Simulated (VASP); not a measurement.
# BiTe (Fm-3m) in VASP: further runs

Aim: see how the results for BiTe move with the level of theory and the settings. Levels: PBE, RPBE. Tasks: relaxation of cell and atoms, single point.

Everything below comes from runs of VASP 6.6.1. Logs are shortened: lines on timing, memory, paths and dates and some standing lists are left out, and cuts for length are marked.

### 1 The crystal as given

The structure is cubic, space group Fm-3m (No. 225). The conventional cell has a = 6.470 Å, b = 6.470 Å, c = 6.470 Å, α = 90.00°, β = 90.00°, γ = 90.00°. Bi (site symmetry m-3m) has 6 Te at 3.23 Å as nearest neighbours. Te (site symmetry m-3m) is surrounded by 6 Bi at 3.23 Å.

### 2 Relaxation of cell and atoms, PBE, target pressure 10 GPa, at which the enthalpy is minimised

File INCAR:

```
SYSTEM = BiTe
PREC = Accurate ; ENCUT = 600
EDIFF = 1E-6 ; ISMEAR = -1
SIGMA = 0.05 ; LREAL = .FALSE.
LASPH = .TRUE. ; NELM = 80
ALGO = Normal ; ISIF = 3
LWAVE = .FALSE. ; LCHARG = .FALSE.
GGA = PE ; IBRION = 2
NSW = 60 ; EDIFFG = -0.01
PSTRESS = 100
```

File KPOINTS:

```
Automatic mesh
0
G
  7 7 7
  0 0 0
```

File POSCAR:

```
BiTe
1.0
    0.0000000000      3.2350000000      3.2350000000
    3.2350000000      0.0000000000      3.2350000000
    3.2350000000      3.2350000000      0.0000000000
Bi Te
1 1
Direct
    0.0000000000      0.0000000000      0.0000000000
    0.5000000000      0.5000000000      0.5000000000
```

Potentials or basis: VASP PAW PBE potentials, release 64 (Bi_d, Te).

Launch:

```
$ cat potpaw_PBE.64/Bi_d/POTCAR potpaw_PBE.64/Te/POTCAR > POTCAR
$ mpirun -np 1 vasp_std > vasp.out
```

OUTCAR:

```text
SYSTEM = BiTe
   PREC = Accurate
   ENCUT = 600
   EDIFF = 1E-6
   ISMEAR = -1
   LREAL = .FALSE.
   LASPH = .TRUE.
   NELM = 80
   ISIF = 3
   GGA = PE
   IBRION = 2
   NSW = 60
   EDIFFG = -0.01
   PSTRESS = 100

 ion  position               nearest neighbor table
   1  0.000  0.000  0.000-   2 3.23   2 3.23   2 3.23   2 3.23   2 3.23   2 3.23
   2  0.500  0.500  0.500-   1 3.23   1 3.23   1 3.23   1 3.23   1 3.23   1 3.23

  LATTYP: Found a face centered cubic cell.
 ALAT       =     6.4700000000

  Lattice vectors:

 A1 = (   0.0000000000,   3.2350000000,   3.2350000000)
 A2 = (   3.2350000000,   0.0000000000,   3.2350000000)
 A3 = (   3.2350000000,   3.2350000000,   0.0000000000)

Analysis of symmetry for initial positions (statically):
=====================================================================
 Subroutine PRICEL returns:
 Original cell was already a primitive cell.

 Routine SETGRP: Setting up the symmetry group for a
 face centered cubic supercell.

 Subroutine GETGRP returns: Found 48 space group operations
 (whereof 48 operations were pure point group operations)
 out of a pool of 48 trial point group operations.

The static configuration has the point symmetry O_h .

Analysis of symmetry for dynamics (positions and initial velocities):
=====================================================================
 Subroutine PRICEL returns:
 Original cell was already a primitive cell.

 Routine SETGRP: Setting up the symmetry group for a
 face centered cubic supercell.

 Subroutine GETGRP returns: Found 48 space group operations
 (whereof 48 operations were pure point group operations)
 out of a pool of 48 trial point group operations.

The dynamic configuration has the point symmetry O_h .

 Subroutine INISYM returns: Found 48 space group operations
 (whereof 48 operations are pure point group operations),
 and found     1 'primitive' translations

----------------------------------------------------------------------------------------

                                     Primitive cell

  volume of cell :      67.7100

  direct lattice vectors                    reciprocal lattice vectors
     0.000000000  3.235000000  3.235000000    -0.154559505  0.154559505  0.154559505
     3.235000000  0.000000000  3.235000000     0.154559505 -0.154559505  0.154559505
     3.235000000  3.235000000  0.000000000     0.154559505  0.154559505 -0.154559505

  length of vectors
     4.574980874  4.574980874  4.574980874     0.267704916  0.267704916  0.267704916

  position of ions in fractional coordinates (direct lattice)
     0.000000000  0.000000000  0.000000000
     0.500000000  0.500000000  0.500000000

  ion indices of the primitive-cell ions
   primitive index   ion index
                 1           1
                 2           2

[... 30 lines left out ...]
  0.285714  0.000000  0.000000      8.000000
  0.428571  0.000000  0.000000      8.000000
  0.142857  0.142857  0.000000      6.000000
  0.285714  0.142857  0.000000     24.000000
[... 12 lines left out ...]
 -0.428571  0.428571  0.142857     24.000000
 -0.285714  0.428571  0.142857     24.000000
   k-points           NKPTS =     20   k-points in BZ     NKDIM =     20   number of bands    NBANDS=     14
   number of dos      NEDOS =    301   number of ions     NIONS =      2
   total plane-waves  NPLWV =  64000
   dimension x,y,z NGX =    40 NGY =   40 NGZ =   40
   dimension x,y,z NGXF=    80 NGYF=   80 NGZF=   80
   ions per type =               1   1
   NGX,Y,Z   is equivalent  to a cutoff of  14.54, 14.54, 14.54 a.u.
   NGXF,Y,Z  is equivalent  to a cutoff of  29.07, 29.07, 29.07 a.u.
 SYSTEM =  BiTe
   PREC   = accura    normal or accurate (medium, high low for compatibility)
   ISTART =      0    job   : 0-new  1-cont  2-samecut
   ICHARG =      2    charge: 1-file 2-atom 10-const
   ISPIN  =      1    spin polarized calculation?
   LNONCOLLINEAR =      F non collinear calculations
   LSORBIT =      F    spin-orbit coupling
   LASPH  =      T    aspherical Exc in radial PAW
   ENCUT  =  600.0 eV  44.10 Ry    6.64 a.u.   9.14  9.14  9.14*2*pi/ulx,y,z
   NELM   =     80;   NELMIN=  2; NELMDL= -5     # of ELM steps
   EDIFF  = 0.1E-05   stopping-criterion for ELM
   LREAL  =      F    real-space projection
   EDIFFG = -.1E-01   stopping-criterion for IOM
   NSW    =     60    number of steps for IOM
   IBRION =      2    ionic relax: 0-MD 1-quasi-New 2-CG
   NFREE  =      1    steps in history (QN), initial steepest desc. (CG)
   ISIF   =      3    stress and relaxation
   ISYM   =      2    0-nonsym 1-usesym 2-fastsym
   POTIM  = 0.5000    time-step for ionic-motion
   TEBEG  =    0.0;   TEEND  =   0.0 temperature during run
   PSTRESS=  100.0 pullay stress
   NELECT =      21.0000    total number of electrons
   NUPDOWN=      -1.0000    fix difference up-down
   EMIN   =  10.00;   EMAX   =-10.00  energy-range for DOS
   EFERMI =   0.00;   METHOD = LEGACY
   ISMEAR =    -1;   SIGMA  =   0.05  broadening in eV -4-tet -1-fermi 0-gaus
   EFERMI_NEDOS =   21; number of points for ismear=-14 and -15
   IALGO  =     38    algorithm
   IMIX   =      4    mixing-type and parameters
     AMIX     =   0.40;   BMIX     =  1.00
     AMIX_MAG =   1.60;   BMIX_MAG =  1.00
  volume/ion in A,a.u.               =      33.86       228.46
  Fermi-wavevector in a.u.,A,eV,Ry     =   1.108146  2.094092 16.707785  1.227988
  Thomas-Fermi vector in A             =   2.244669
   LORBIT       =      0    0 simple, 1 ext, 2 COOP (PROOUT), +10 PAW based schemes
   GGA     = PE    functional components
   LHFCALC =     F    Hartree Fock is set to
   AEXX    =    0.0000 exact exchange contribution
   IVDW    =     0    specifies the selected vdW correction
   LEPSILON=     F    determine dielectric tensor
   LRPA    =     F    only Hartree local field effects (RPA)
 conjugate gradient relaxation of ions
 non-spin polarized calculation
  energy-cutoff  :      600.00
  volume of cell :       67.71
 maximum number of plane-waves:      2281
 NGX is ok and might be reduce to    40
   NGX = 19   NGY = 19   NGZ = 19

--------------------------------------- Ionic step        1  -------------------------------------------

 number of electron      21.0000002 magnetization

 Free energy of the ion-electron system (eV)
  ---------------------------------------------------
  ext. energy  EPLUGINS =         0.00000000
  ---------------------------------------------------
  free energy    TOTEN  =        -7.15762627 eV

  energy without entropy =       -7.13643356  energy(sigma->0) =       -7.14702991

 E-fermi :   6.6900     XC(G=0):  -9.4314

 val. band max:        6.6793848628   @ k =  -0.4286   0.1429   0.0000
 cond. band min:       6.6901516420   @ k =  -0.4286   0.1429   0.0000
 fundamental gap:      0.0107667792
 Fermi energy:         6.6900485859
[... 798 lines left out ...]
--------------------------------------- Ionic step        4  -------------------------------------------

 number of electron      21.0000003 magnetization

 Free energy of the ion-electron system (eV)
  ---------------------------------------------------
  ext. energy  EPLUGINS =         0.00000000
  ---------------------------------------------------
  free energy    TOTEN  =        -6.89823726 eV

  energy without entropy =       -6.87884458  energy(sigma->0) =       -6.88854092

 E-fermi :   8.4695     XC(G=0): -10.0416

 val. band max:        8.4127148931   @ k =   0.1429   0.1429   0.0000
 cond. band min:       8.4926499596   @ k =  -0.1429   0.1429   0.0000
 fundamental gap:      0.0799350665
 Fermi energy:         8.4695245279
[... 371 lines left out ...]
  energy  without entropy=       -6.8788445800  energy(sigma->0) =       -6.88854092

  enthalpy is  TOTEN    =        -3.2005147798 eV   P V=        3.6977224764

 reached required accuracy - stopping structural energy minimisation
```

Run time: 90 s. Hardware: 1 thread of AMD EPYC 7R43 (Zen 3), shared host; peak memory 0.22 GiB.

What came out:

```yaml
Free_energy: -6.8982 eV
Relaxed_volume: 29.62 Å³/atom
Relaxed_cell: a = 4.376 Å, b = 4.376 Å, c = 4.376 Å, α = 60.00°, β = 60.00°, γ = 60.00°
Space_group_after_relaxing_to_0.05_Å: Fm-3m (No. 225)
Energy_change_on_relaxing_the_enthalpy_is_what_falls: +129.7 meV/atom
Ionic_steps: 4
Pressure_after_relaxing: 9.9 GPa
Band_gap_on_the_k_mesh: none (metal or under the smearing width)
```

The path:
```csv
step,energy change (eV),largest force (eV/Å),pressure (GPa),volume (Å³)
1,0.0000,0.0000,0.89,67.71
2,1.2541,0.0000,29.22,50.54
3,0.2462,0.0000,9.62,59.46
4,0.2594,0.0000,9.95,59.24
```

Final structure:
```cif
data_structure
_symmetry_space_group_name_H-M 'P 1'
_symmetry_Int_Tables_number 1
_cell_length_a 4.3758
_cell_length_b 4.3758
_cell_length_c 4.3758
_cell_angle_alpha 60.000
_cell_angle_beta 60.000
_cell_angle_gamma 60.000
_cell_volume 59.24
loop_
_atom_site_label
_atom_site_type_symbol
_atom_site_fract_x
_atom_site_fract_y
_atom_site_fract_z
_atom_site_occupancy
Bi1 Bi 0.00000 0.00000 0.00000 1
Te1 Te 0.50000 0.50000 0.50000 1
```

Caveat: the cell is relaxed towards a set pressure, so the enthalpy falls and the energy may rise; spin-orbit coupling is left out, which moves the levels of the heavy elements.

### 3 Relaxation of cell and atoms, PBE, target pressure 20 GPa, at which the enthalpy is minimised

INCAR: that of step 2 with these lines changed.

```diff
@@ -9,2 +9,2 @@
 NSW = 60 ; EDIFFG = -0.01
-PSTRESS = 100
+PSTRESS = 200
```

KPOINTS is that of step 2.

POSCAR is that of step 2.

Potentials or basis: VASP PAW PBE potentials, release 64 (Bi_d, Te).

Launch:

```
$ cat potpaw_PBE.64/Bi_d/POTCAR potpaw_PBE.64/Te/POTCAR > POTCAR
$ mpirun -np 1 vasp_std > vasp.out
```

Wall time 1.9 min (1 thread of AMD EPYC 7R43 (Zen 3), shared host); peak memory 0.22 GiB.

Results (log left out):

```
Free energy                                            : -6.4096 eV
Relaxed volume                                         : 26.93 Å³/atom
Relaxed cell                                           : a = 4.239 Å, b = 4.239 Å, c = 4.239 Å, α = 60.00°, β = 60.00°, γ = 60.00°
Space group after relaxing (to 0.05 Å)                 : Fm-3m (No. 225)
Energy change on relaxing (the enthalpy is what falls) : +374.0 meV/atom
Ionic steps                                            : 5
Pressure after relaxing                                : 20.0 GPa
Band gap on the k mesh                                 : none (metal or under the smearing width)
```

Step by step:
| step | energy change (eV) | largest force (eV/Å) | pressure (GPa) | volume (Å³) |
| --- | --- | --- | --- | --- |
| 1 | 0.0000 | 0.0000 | 0.89 | 67.71 |
| 2 | 8.0154 | 0.0000 | 139.67 | 35.34 |
| 3 | 0.5461 | 0.0000 | 15.99 | 55.67 |
| 4 | 0.6720 | 0.0000 | 18.53 | 54.50 |
| 5 | 0.7480 | 0.0000 | 19.98 | 53.87 |

Final structure:
```
CELL_PARAMETERS angstrom
0.00000 2.99757 2.99757
2.99757 0.00000 2.99757
2.99757 2.99757 0.00000
ATOMIC_POSITIONS crystal
Bi 0.00000 0.00000 0.00000
Te 0.50000 0.50000 0.50000
```

Levels at points of the mesh, in eV from the Fermi level:
```
           k point  band 6  band 7  band 8  band 9  band 10  band 11  band 12  band 13  band 14
(0.00, 0.00, 0.00)  -15.50   -7.22   -3.33   -3.33    -3.33     2.51     2.51     2.51     4.16
```

Caveat: the cell is relaxed towards a set pressure, so the enthalpy falls and the energy may rise; the volume moved by over 15 % at a fixed basis, so the end points are rough; spin-orbit coupling is left out, which moves the levels of the heavy elements.

### 4 Relaxation of cell and atoms, PBE, target pressure 30 GPa, at which the enthalpy is minimised

INCAR: that of step 3 with these lines changed.

```diff
@@ -9,2 +9,2 @@
 NSW = 60 ; EDIFFG = -0.01
-PSTRESS = 200
+PSTRESS = 300
```

KPOINTS is that of step 3.

POSCAR is that of step 3.

Launch:

```
$ cat potpaw_PBE.64/Bi_d/POTCAR potpaw_PBE.64/Te/POTCAR > POTCAR
$ mpirun -np 1 vasp_std > vasp.out
```

It took 3.9 min on 1 thread of AMD EPYC 7R43 (Zen 3), shared host; peak memory 0.23 GiB.

It converged, with:

| Property | Result |
| --- | --- |
| Free energy | -5.8621 eV |
| Relaxed volume | 25.16 Å³/atom |
| Relaxed cell | a = 4.144 Å, b = 4.144 Å, c = 4.144 Å, α = 60.00°, β = 60.00°, γ = 60.00° |
| Space group after relaxing (to 0.05 Å) | Fm-3m (No. 225) |
| Energy change on relaxing (the enthalpy is what falls) | +647.8 meV/atom |
| Ionic steps | 16 |
| Pressure after relaxing | 29.9 GPa |
| Band gap on the k mesh | none (metal or under the smearing width) |

Step by step:
```
step  energy change (eV)  largest force (eV/Å)  pressure (GPa)  volume (Å³)
   1              0.0000                0.0000            0.89        67.71
   2             29.3994                0.0000          548.30        23.55
   3              0.7063                0.0000           19.20        54.21
   4              0.9444                0.0000           23.64        52.42
   5              1.3207                0.0000           30.40        50.18
   6              1.2617                0.0000           29.34        50.50
   7              1.2637                0.0000           29.37        50.49
   8              1.2698                0.0000           29.45        50.45
   9              1.2699                0.0000           29.48        50.45
  10              1.2701                0.0000           29.48        50.45
  11              1.2705                0.0000           29.48        50.45
  12              1.2713                0.0000           29.51        50.44
  13              1.2729                0.0000           29.53        50.44
  14              1.2761                0.0000           29.58        50.42
  15              1.2826                0.0000           29.67        50.38
  16              1.2955                0.0000           29.94        50.31
```

Final structure:
```cif
data_structure
_symmetry_space_group_name_H-M 'P 1'
_symmetry_Int_Tables_number 1
_cell_length_a 4.1438
_cell_length_b 4.1438
_cell_length_c 4.1438
_cell_angle_alpha 60.000
_cell_angle_beta 60.000
_cell_angle_gamma 60.000
_cell_volume 50.31
loop_
_atom_site_label
_atom_site_type_symbol
_atom_site_fract_x
_atom_site_fract_y
_atom_site_fract_z
_atom_site_occupancy
Bi1 Bi 0.00000 0.00000 0.00000 1
Te1 Te 0.50000 0.50000 0.50000 1
```

Levels at points of the mesh, in eV from the Fermi level:
```csv
k point,band 8,band 9,band 10,band 11,band 12,band 13
"(0.00, 0.00, 0.00)",-3.55,-3.55,-3.55,2.64,2.64,2.64
```

Caveat: the cell is relaxed towards a set pressure, so the enthalpy falls and the energy may rise; the volume moved by over 15 % at a fixed basis, so the end points are rough; spin-orbit coupling is left out, which moves the levels of the heavy elements.

[end of part 1 of 2]
